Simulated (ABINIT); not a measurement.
Runs of ABINIT 10.8.3 (patched build) on GaN. The structure is hexagonal, space group P6_3mc (No. 186). The conventional cell has a = 3.180 Å, b = 3.180 Å, c = 5.166 Å, α = 90.00°, β = 90.00°, γ = 120.00°. Ga (site symmetry 3m) is surrounded by 4 N at 1.94 to 1.95 Å. N (site symmetry 3m) has 4 Ga at 1.94 to 1.95 Å as nearest neighbours. 

```csv
task,level,potentials or basis,k mesh,cutoff (eV),smearing,k points of the masses,bands of the masses,fine-grid cutoff,mesh quality,gap on the mesh (eV),largest force (eV/Å)
Berry-phase polarisation,PBE,PseudoDojo NC SR PBE v0.4.1 standard,8 × 8 × 4,980,fixed,-,-,-,not flagged,-,0.14
effective masses,PBE,PseudoDojo NC SR PBE v0.4.1 standard,7 × 7 × 4,980,fixed,"[[0.0, 0.0, 0.0]]","[[17, 19]]",-,not flagged,-,0.14
single point,r2SCAN,JTH PAW PBE v2.0,4 × 4 × 2,816,fermi-dirac 0.05 eV,-,-,1414.99 eV,coarse,(b),0.15
band structure,WC,JTH PAW PBE v2.0,10 × 10 × 5,680,fermi-dirac 0.05 eV,-,-,1278.94 eV,not flagged,1.89,0.13
effective masses,LDA,PseudoDojo NC SR LDA v0.4.1 standard,7 × 7 × 4,980,fixed,"[[0.0, 0.0, 0.0]]","[[17, 19]]",-,not flagged,-,0.13
band structure,r2SCAN,JTH PAW PBE v2.0,10 × 10 × 5,844,fermi-dirac 0.05 eV,-,-,1442.2 eV,not flagged,2.38,0.17
single point,LDA,JTH PAW LDA v2.0,6 × 6 × 3,680,fermi-dirac 0.05 eV,-,-,1278.94 eV,not flagged,1.97,(a)
single point,PBE,JTH PAW PBE v2.0,6 × 6 × 3,680,fermi-dirac 0.05 eV,-,-,1278.94 eV,not flagged,1.96,0.14
single point,PBE,JTH PAW PBE v2.0,13 × 13 × 6,680,fermi-dirac 0.05 eV,-,-,1278.94 eV,not flagged,1.96,0.14
single point,PBE,JTH PAW PBE v2.0,4 × 4 × 2,680,fermi-dirac 0.05 eV,-,-,1278.94 eV,coarse,1.95,0.13
band structure,LDA-VWN,JTH PAW LDA v2.0,10 × 10 × 5,680,fermi-dirac 0.05 eV,-,-,1278.94 eV,not flagged,1.97,0.13
```

Alike in all rows: no spin polarisation; cell as given.

Question: Fill in the values left out.

Answer: (a) 0.12; (b) 2.37.

Caveats: some runs use coarse meshes; an odd mesh through Γ misses points on the zone boundary, where band edges often lie (some runs); the PAW data sets were made with another functional, which shifts forces and pressure a little (some runs).

A k mesh can miss the band edges, and the runs leave out spin-orbit coupling on Ga.

Not every run made on this cell is shown here.
